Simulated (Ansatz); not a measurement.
# SiNi2: properties at the relaxed cell

The task here is to estimate one member of a computed series from the others.

Computed with Ansatz 0.2.0 (DFT PBEsol, scalar-relativistic, plane waves, PAW, unless a step's input says otherwise).

1 further run of the same task is left out (set aside as unsound or not needed).

### Starting point

Symmetry: P6_3/mmc, No. 194, hexagonal system. The conventional cell has a = 3.868 Å, b = 3.868 Å, c = 4.917 Å, α = 90.00°, β = 90.00°, γ = 120.00°. Si (site symmetry -6m2) is surrounded by 11 Ni at 2.23 to 2.55 Å. Ni (site symmetry -3m) is surrounded by 8 Ni at 2.46 to 2.55 Å and 6 Si at 2.55 Å. Around Ni (site symmetry -6m2) lie 5 Si at 2.23 to 2.46 Å and 6 Ni at 2.55 Å.

As a file:

```
CELL_PARAMETERS angstrom
3.86846 0.00000 0.00000
-1.93423 3.35019 0.00000
0.00000 0.00000 4.91699
ATOMIC_POSITIONS crystal
Si 0.33333 0.66667 0.75000
Si 0.66667 0.33333 0.25000
Ni 0.00000 0.00000 0.00000
Ni 0.00000 0.00000 0.50000
Ni 0.33333 0.66667 0.25000
Ni 0.66667 0.33333 0.75000
```

This cell was relaxed beforehand with the same method: volume 10.62 Å³/atom, gap on the mesh none (metal).

The first run:

input.yaml

```yaml
crystal:
  lattice:
    - [3.829385549, 0.0, 0.0]
    - [-1.9146927745, 3.3163451663, 0.0]
    - [0.0, 0.0, 4.8673152768]
  atoms:
    - { symbol: Si, position: [0.3333333333, 0.6666666667, 0.75] }
    - { symbol: Si, position: [0.6666666667, 0.3333333333, 0.25] }
    - { symbol: Ni, position: [0.0, 0.0, 0.0] }
    - { symbol: Ni, position: [0.0, 0.0, 0.5] }
    - { symbol: Ni, position: [0.3333333333, 0.6666666667, 0.25] }
    - { symbol: Ni, position: [0.6666666667, 0.3333333333, 0.75] }
basis:
  ecutwfc: 420
kpoints:
  mp_grid: { grid: [12, 12, 8] }
hamiltonian:
  xc: pbesol
scf:
  occupations: { method: gaussian, width: 0.1 }
output:
  forces: true
  stress: true
  eigenvalues: true
relax:
  adjacent_minimum: "off"
  f_tol: 0.01
  max_steps: 30
  cell: { stress_tol: 0.1, fix: [volume] }
```

Run with:

```bash
$ ansatz run input.yaml --threads 1 --pin off --max-ram 2560MiB --backend cpu --events-out ev --progress --plain --runs-dir out
```

Among the steps run: Point at V/V0 = 0.97; Point at V/V0 = 1.03; The cell scaled to 0.94 of its volume; Volume × 1.06; The cell scaled to 0.91 of its volume; Point at V/V0 = 1.10; Point at V/V0 = 0.88.

One of the session's tables, all rows but one given; the rest of the session is left out.

It belongs to the step «Equation of state». 

| volume (Å³/atom) | energy above the lowest point (meV/atom) | pressure (GPa) |
| --- | --- | --- |
| 9.346 | 136.7 | 38.81 |
| 9.665 | 72.1 | 26.50 |
| 9.984 | 30.1 | 16.12 |
| 10.302 | ? | ? |
| 10.621 | 0.0 | -0.01 |
| 10.939 | 6.4 | -6.23 |
| 11.258 | 24.3 | -11.47 |
| 11.683 | 62.6 | -17.16 |

**Question.** Estimate the row for volume (Å³/atom) = 10.302.

Worked estimate for «energy above the lowest point (meV/atom)». A straight line through the neighbours (9.984, 30.1) and (10.621, 0.0) gives 30.1 + (0.0 − 30.1) × (10.302 − 9.984) / (10.621 − 9.984) = 15.1; a parabola fitted to 4 rows on both sides gives 7.0.

The run gave: energy above the lowest point (meV/atom): 7.1; pressure (GPa): 7.37. In «energy above the lowest point (meV/atom)» the line misses by +8.0 and the parabola by -0.1.

Caveats from the session: Spin polarisation is off in the runs that give these values; a magnetic solution could lie lower.
